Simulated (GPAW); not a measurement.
The system is PbSe (Clausthalite).

```
Pb Se
1.0
     4.32841    0.00000    0.00000
     2.16421    3.74852    0.00000
     2.16421    1.24951    3.53413
Pb Se
1 1
Direct
  0.00000 0.00000 0.00000
  0.50000 0.50000 0.50000
```

Base run:

- Program: GPAW 26.7.0
- Functional: OLYP
- Potentials or basis: PAW data sets generated in the run's folder for this functional
- Cutoff: 600 eV
- Basis: pw
- k mesh: 6 × 6 × 6
- Occupations: fermi-dirac, width 0.05 eV
- Spin: spin-orbit coupling, no magnetisation

Its results: band gap on the k mesh 0.22 eV, direct; pressure 3.6 GPa.

Question: The run is repeated on the same cell with these changes: functional from OLYP to AM05; spin axis theta (degrees) from 0 to 90. What comes out?

Answer: Band gap on the k mesh 0.43 eV, direct; pressure -0.2 GPa.

Caveats: spin-orbit coupling was added after a scalar SCF, so levels and gaps hold it while energy, forces, pressure and moments don't; this program's spin-orbit splittings come out too wide for heavy elements.

Not every run made on this cell is shown here.
